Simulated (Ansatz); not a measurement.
# A strain series on MgO (CsCl type): uniaxial along [111], other directions held

MgO, CsCl type, relaxed with r2SCAN in Ansatz 0.2.0, then strained (uniaxial along [111], other directions held; changes of length per length, axes as in the cell below) with the atoms relaxed again within the symmetry that is left. It is cubic, Pm-3m (No. 221); a = 2.623 Å in the conventional setting, 9.03 Å³ an atom. Around Mg lie 8 O at 2.27 Å; around O lie 8 Mg at 2.27 Å. The cell comes from a prototype generator: it can be a known phase or a hypothetical one. Spin polarisation is off.

```xyz
2
Lattice="2.6233 0.0000 0.0000 0.0000 2.6233 0.0000 0.0000 0.0000 2.6233" Properties=species:S:1:pos:R:3 pbc="T T T"
Mg    0.0000    0.0000    0.0000
O     1.3117    1.3117    1.3117
```

Gaps are the least over each mesh (PBE 10×10×10, r2SCAN 10×10×10, HSE06 6×6×6 when unstrained) and the special points, which keep their unstrained names; stress is the change from the unstrained cell, compression positive.

```tsv
strain (%)	gap, PBE (eV)	gap, r2SCAN (eV)	gap, HSE06 (eV)	edges, HSE06	stress along the strain, r2SCAN (GPa)	energy rise, r2SCAN (meV/atom)
-3.33	2.971	3.839	4.566	M → Γ	+3.65	3.1
-2.26	2.860	3.723	4.442	M → Γ	+2.20	1.3
-1.11	2.745	3.602	4.314	M → Γ	+0.95	0.3
0.0	2.640	3.492	4.196	M → Γ	0.00	0.0
+1.63	2.495	3.338	4.033	M → Γ	-1.02	0.5
```

Task: Estimate the row for a strain of -5.93 %.

Result:
```tsv
strain (%)	gap, PBE (eV)	gap, r2SCAN (eV)	gap, HSE06 (eV)	edges, HSE06	stress along the strain, r2SCAN (GPa)	energy rise, r2SCAN (meV/atom)
-5.93	3.263	4.144	4.892	M → Γ	+8.55	11.8
```

Between zero and the nearest strains the slope of the HSE06 gap against strain is -0.106 eV per percent for negative and -0.100 for positive strain.

The meshes of the hybrids are coarse, so their gaps aren't converged to the digits shown.
